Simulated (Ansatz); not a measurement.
A 2-atom cell of NaCl started from a crystallographic database, relaxed with r2SCAN in the plane-wave code Ansatz. The symmetry is Fm-3m (No. 225, cubic); conventional cell a = 5.605 Å, 22.02 Å³ an atom. Na has 6 Cl at 2.80 Å; Cl has 6 Na at 2.80 Å.

The axes x, y and z are those of this cell:
```
Na Cl
1.0
     0.00000    2.80273    2.80273
     2.80273    0.00000    2.80273
     2.80273    2.80273    0.00000
Na Cl
1 1
Direct
  0.00000 0.00000 0.00000
  0.50000 0.50000 0.50000
```

Unstrained: With PBE the gap is 5.179 eV and direct, at Γ. r2SCAN gives a direct gap of 5.975 eV at Γ. The HSE06 gap is direct at Γ: 6.559 eV. Meshes: PBE 8×8×8, r2SCAN 8×8×8, HSE06 6×6×6. Strains are changes of length per length, and xy shears are angles. After each strain the atoms were relaxed again with r2SCAN within the symmetry that the strain leaves, so tilts or polar shifts that break it weren't tested; points keep the names that they have in the unstrained zone. (Simulation; spin polarisation is off.)

**Question.** One strain changed the r2SCAN stress by xx -1.83, yy -1.83, zz -1.83 GPa (compression positive) and the gap by -0.298 eV (PBE), -0.319 eV (r2SCAN), -0.322 eV (HSE06). Which kind of strain was it, and roughly how large?

**Answer.** Isotropic +2.69 % on every length. The pattern of the stress gives the kind; the size needs the stiffness, so it is an estimate.

**Question.** Estimate what uniaxial -3.07 % along x, other directions held does to the gap.

**Answer.** PBE: the gap goes from 5.179 to 5.298 eV (+0.119 eV); with r2SCAN the top three valence levels at Γ, degenerate before, become 2+1 from the top over 23 meV. r2SCAN: the gap goes from 5.975 to 6.103 eV (+0.128 eV). HSE06: the gap goes from 6.559 to 6.685 eV (+0.126 eV). The r2SCAN energy rises by 4.6 meV an atom.

**Question.** Apply xy shear, engineering strain (angle) +2.33 %. How far does the gap move, against the unstrained cell?

**Answer.** PBE: the gap goes from 5.179 to 5.132 eV (-0.047 eV); with r2SCAN the top three valence levels at Γ, degenerate before, become 1+1+1 from the top over 91 meV. r2SCAN: the gap goes from 5.975 to 5.926 eV (-0.049 eV). HSE06: the gap goes from 6.559 to 6.510 eV (-0.049 eV). The r2SCAN energy rises by 0.5 meV an atom.

**Question.** One strain changed the r2SCAN stress by xx -2.13, yy -2.13, zz -2.13 GPa (compression positive) and the gap by -0.358 eV (PBE), -0.383 eV (r2SCAN), -0.387 eV (HSE06). Which kind of strain was it, and roughly how large?

**Answer.** Isotropic +3.28 % on every length. The pattern of the stress gives the kind; the size needs the stiffness, so it is an estimate.

The meshes of the hybrids are coarse, so their gaps aren't converged to the digits shown.

The splittings at Γ are without spin-orbit coupling, which regroups them where it is of like size or larger.
